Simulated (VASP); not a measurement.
# Tl in VASP: work function with PBE

Aim: the work function of Tl with PBE.

Everything below comes from runs of VASP 6.6.1. Logs are shortened: lines on timing, memory, paths and dates and some standing lists are left out, and cuts for length are marked.

### 1 The cell of the first run

The cell holds a slab with vacuum, 3 atoms: a = 3.456 Å, b = 3.456 Å, c = 20.525 Å, α = 90.00°, β = 90.00°, γ = 120.00°.

The slab is cut from a database's or a generator's crystal, which needn't be the stable form of the element.

### 2 Work function, PBE (the (0 0 1) slab of Tl, cut from the database cell, not relaxed)

Input file INCAR:

```
PREC     = Accurate       # precision mode
ENCUT    = 520            # plane-wave cutoff, eV
EDIFF    = 1E-7           # SCF threshold, eV
ISMEAR   = 0              # smearing method
SIGMA    = 0.05           # smearing width, eV
LREAL    = F              # projectors in reciprocal space
LASPH    = T              # aspherical terms in the spheres
NELM     = 60             # most SCF steps
ALGO     = Normal         # electronic algorithm
ISIF     = 2              # what is computed and relaxed
LWAVE    = F              # write WAVECAR
LCHARG   = T              # write CHGCAR
LDIPOL   = T            
IDIPOL   = 3            
DIPOL    = 0.5 0.5 0.500
GGA      = PE             # functional
LELF     = T              # ELF
LVHAR    = T            
LVACPOTAV= T
```

Input file KPOINTS:

```
Automatic mesh
0
Gamma
  9 9 1
```

Input file POSCAR:

```
Tl
1.0
    3.4559983565      0.0000000000      0.0000000000
   -1.7279991782      2.9929823722      0.0000000000
    0.0000000000      0.0000000000     20.5250000000
Tl
3
Direct
    0.3333333333      0.6666666666      0.3654080390
    0.6666666667      0.3333333334      0.5000000000
    0.3333333333      0.6666666666      0.6345919610
```

Potentials or basis: VASP PAW PBE potentials, release 64 (Tl_d).

Launch:

```console
$ cat potpaw_PBE.64/Tl_d/POTCAR > POTCAR
$ mpirun -np 1 vasp_std > vasp.out
```

OUTCAR:

```text
PREC = Accurate
   ENCUT = 520
   EDIFF = 1E-7
   ISMEAR = 0
   LREAL = F
   LASPH = T
   NELM = 60
   ISIF = 2
   GGA = PE

 ion  position               nearest neighbor table
   1  0.333  0.667  0.365-   2 3.41   2 3.41   2 3.41
   2  0.667  0.333  0.500-   1 3.41   3 3.41   1 3.41   3 3.41   1 3.41   3 3.41
   3  0.333  0.667  0.635-   2 3.41   2 3.41   2 3.41

  LATTYP: Found a hexagonal cell.
 ALAT       =     3.4559983565
 C/A-ratio  =     5.9389495835

  Lattice vectors:

 A1 = (   3.4559983565,   0.0000000000,   0.0000000000)
 A2 = (  -1.7279991782,   2.9929823722,   0.0000000000)
 A3 = (   0.0000000000,   0.0000000000,  20.5250000000)

Analysis of symmetry for initial positions (statically):
=====================================================================
 Subroutine PRICEL returns:
 Original cell was already a primitive cell.

 Routine SETGRP: Setting up the symmetry group for a
 hexagonal supercell.

 Subroutine GETGRP returns: Found 12 space group operations
 (whereof 12 operations were pure point group operations)
 out of a pool of 24 trial point group operations.

The static configuration has the point symmetry D_3h.

Analysis of symmetry for dynamics (positions and initial velocities):
=====================================================================
 Subroutine PRICEL returns:
 Original cell was already a primitive cell.

 Routine SETGRP: Setting up the symmetry group for a
 hexagonal supercell.

 Subroutine GETGRP returns: Found 12 space group operations
 (whereof 12 operations were pure point group operations)
 out of a pool of 24 trial point group operations.

The dynamic configuration has the point symmetry D_3h.

 Subroutine INISYM returns: Found 12 space group operations
 (whereof 12 operations are pure point group operations),
 and found     1 'primitive' translations

----------------------------------------------------------------------------------------

                                     Primitive cell

  volume of cell :     212.3053

  direct lattice vectors                    reciprocal lattice vectors
     3.455998356  0.000000000  0.000000000     0.289351989  0.167057449  0.000000000
    -1.727999178  2.992982372  0.000000000     0.000000000  0.334114898  0.000000000
[... 74 lines left out ...]
   EDIFF  = 0.1E-06   stopping-criterion for ELM
   LREAL  =      F    real-space projection
   EDIFFG = 0.1E-05   stopping-criterion for IOM
   NSW    =      0    number of steps for IOM
   IBRION =     -1    ionic relax: 0-MD 1-quasi-New 2-CG
   NFREE  =      0    steps in history (QN), initial steepest desc. (CG)
   ISIF   =      2    stress and relaxation
   ISYM   =      2    0-nonsym 1-usesym 2-fastsym
   POTIM  = 0.5000    time-step for ionic-motion
   TEBEG  =    0.0;   TEEND  =   0.0 temperature during run
   PSTRESS=    0.0 pullay stress
   NELECT =      39.0000    total number of electrons
   NUPDOWN=      -1.0000    fix difference up-down
   EMIN   =  10.00;   EMAX   =-10.00  energy-range for DOS
   EFERMI =   0.00;   METHOD = LEGACY
   ISMEAR =     0;   SIGMA  =   0.05  broadening in eV -4-tet -1-fermi 0-gaus
   EFERMI_NEDOS =   21; number of points for ismear=-14 and -15
   IALGO  =     38    algorithm
   IMIX   =      4    mixing-type and parameters
     AMIX     =   0.40;   BMIX     =  1.00
     AMIX_MAG =   1.60;   BMIX_MAG =  1.00
  volume/ion in A,a.u.               =      70.77       477.57
  Fermi-wavevector in a.u.,A,eV,Ry     =   0.930628  1.758632 11.783575  0.866068
  Thomas-Fermi vector in A             =   2.057036
   LORBIT       =      0    0 simple, 1 ext, 2 COOP (PROOUT), +10 PAW based schemes
   GGA     = PE    functional components
   LHFCALC =     F    Hartree Fock is set to
   AEXX    =    0.0000 exact exchange contribution
   IVDW    =     0    specifies the selected vdW correction
   LEPSILON=     F    determine dielectric tensor
   LRPA    =     F    only Hartree local field effects (RPA)
 non-spin polarized calculation
 Gauss-broadening in eV      SIGMA  =   0.05
  energy-cutoff  :      520.00
  volume of cell :      212.31
 maximum number of plane-waves:      5767
 NGX is ok and might be reduce to    28
   NGX = 13   NGY = 13   NGZ = 77

 dipolmoment           0.000000      0.000000      0.000000 electrons x Angstroem

 number of electron      38.9999999 magnetization

 dipolmoment           0.000000      0.000000     -0.000000 electrons x Angstroem

 Free energy of the ion-electron system (eV)
  ---------------------------------------------------
  ext. energy  EPLUGINS =         0.00000000
  ---------------------------------------------------
  free energy    TOTEN  =        -6.33276673 eV

  energy without entropy =       -6.33040716  energy(sigma->0) =       -6.33158695

 E-fermi :   0.5093     XC(G=0):  -4.8398

 val. band max:        0.3904755112   @ k =   0.2222   0.1111   0.0000
 cond. band min:       0.5191999024   @ k =   0.2222   0.2222   0.0000
 fundamental gap:      0.1287243912
 Fermi energy:         0.5092926336

 k-point     1 :       0.0000    0.0000    0.0000
  band No.  band energies     occupation
      1     -11.3050      2.00000
      2     -11.2165      2.00000
      3     -11.1316      2.00000
      4     -11.1234      2.00000
      5     -11.1234      2.00000
      6     -11.1073      2.00000
[... 301 lines left out ...]
     22       0.8273      0.00000
     23       1.5991      0.00000

------------------------ aborting loop because EDIFF is reached ----------------------------------------

  FORCE on cell =-STRESS in cart. coord.  units (eV):
  Direction    XX          YY          ZZ          XY          YZ          ZX
  --------------------------------------------------------------------------------------
  -------------------------------------------------------------------------------------
  Total        0.4088758      0.4088758      0.7871529      0.0000000      0.0000000     -0.0000000
  in kB        3.0856110      3.0856110      5.9403061      0.0000000      0.0000000     -0.0000000
  external PRESSURE =       4.0371760 kB  Pullay stress =       0.0000000 kB

 VOLUME and BASIS-vectors are now :
 -----------------------------------------------------------------------------
  energy-cutoff  :      520.00
  volume of cell :      212.31
      direct lattice vectors                 reciprocal lattice vectors
     3.455998356  0.000000000  0.000000000     0.289351989  0.167057449  0.000000000
    -1.727999178  2.992982372  0.000000000     0.000000000  0.334114898  0.000000000
     0.000000000  0.000000000 20.525000000     0.000000000  0.000000000  0.048721072

 POSITION                                       TOTAL-FORCE (eV/Angst)
 -----------------------------------------------------------------------------------
      0.00000      1.99532      7.50000        -0.000000      0.000000     -0.150423
      1.72800      0.99766     10.26250        -0.000000     -0.000000      0.000000
      0.00000      1.99532     13.02500         0.000000      0.000000      0.150423
 -----------------------------------------------------------------------------------
    total drift:                                0.000000      0.000000     -0.000000

  FREE ENERGIE OF THE ION-ELECTRON SYSTEM (eV)
  ---------------------------------------------------
  free  energy   TOTEN  =        -6.3327667320 eV

  energy  without entropy=       -6.3304071619  energy(sigma->0) =       -6.33158695

 vacuum level on the upper side and lower side of the slab         4.188         4.188
```

It took 70 s on 1 thread of AMD EPYC 9R14 (Zen 4), shared host; peak memory 0.31 GiB.

Results:

- Free energy: -6.3328 eV
- Largest force: 0.150 eV/Å
- Band gap on the k mesh: none (metal or under the smearing width)
- Work function of the upper face: 3.68 eV
- Work function of the lower face: 3.68 eV

Forces in eV/Å, atoms in the order of the input:
```
Tl   0.000  0.000 -0.150
Tl   0.000  0.000  0.000
Tl   0.000  0.000  0.150
```
